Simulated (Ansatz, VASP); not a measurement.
**Pt in VASP and in Ansatz**

INCAR

```
PREC = Accurate
ENCUT = 600
EDIFF = 1E-6
ISMEAR = -1
SIGMA = 0.1
LREAL = False
LASPH = True
NELM = 80
ALGO = Normal
ISIF = 3
LWAVE = False
LCHARG = False
GGA = B5
ALDAX = 1.0
AGGAX = 1.0
AGGAC = 1.0
ALDAC = 0.0
IBRION = 2
NSW = 80
EDIFFG = -0.01
```

File KPOINTS:

```
regular mesh
0
Gamma
  12 12 12
```

The input POSCAR:

```
Pt
1.0
    2.5356188197      0.0000000000      0.0000000000
    0.0000000000      2.5356188197      0.0000000000
    0.0000000000      0.0000000000      2.5356188197
Pt
1
Direct
    0.0000000000      0.0000000000      0.0000000000
```

Input for Ansatz:

```yaml
crystal:
  lattice:
    - [2.5356188197, 0.0, 0.0]
    - [0.0, 2.5356188197, 0.0]
    - [0.0, 0.0, 2.5356188197]
  atoms:
    - { symbol: Pt, position: [0.0, 0.0, 0.0] }
hamiltonian:
  xc: blyp
  pseudopotentials:
    kind: paw
    azcp:
      Pt: "pseudopotentials/Pt.paw.azcp"
basis:
  ecutwfc: 420
  fft_grid_basis: typed
kpoints:
  mp_grid: { grid: [12, 12, 12], shift: [0, 0, 0] }
magnetization:
  spin_polarized: false
scf:
  occupations: { method: fermi_dirac, width: 0.1 }
relax:
  max_steps: 60
  f_tol: 0.01
  cell: {}
output:
  write_density: true
  write_potential: true
  elf: true
  volumetric_format: npy
```

The cell was built by a generator and needn't be a form met in nature.

Alike in both runs: task relaxation of cell and atoms; functional BLYP; k mesh 12 × 12 × 12; occupations fermi-dirac, width 0.1 eV; no spin polarisation.

```csv
,VASP,Ansatz
version,VASP 6.6.1,Ansatz 0.2.0
potentials or method,"VASP PAW PBE potentials, release 64 (Pt)","plane waves (420 eV) with PAW, scalar-relativistic"
plane-wave cutoff (eV),600,420
valence electrons in the cell,10,18
```

```tsv
	VASP	Ansatz	Ansatz less VASP
relaxed volume (Å³/atom)	19.30	19.21	-0.095
relaxed cell length with the largest relative difference (Å)	2.682	2.678	-0.0044
energy change over the relaxation (meV/atom)	-315	-295	+19.7
```

The two sets of potentials don't hold the same shells in valence.

Caveats: the volume moved by over 15 % at a fixed basis, so the end points are rough (VASP); the PAW data sets were made with another functional, which shifts forces and pressure a little (VASP). The runs have no spin-orbit coupling, so splittings on Pt are missing.
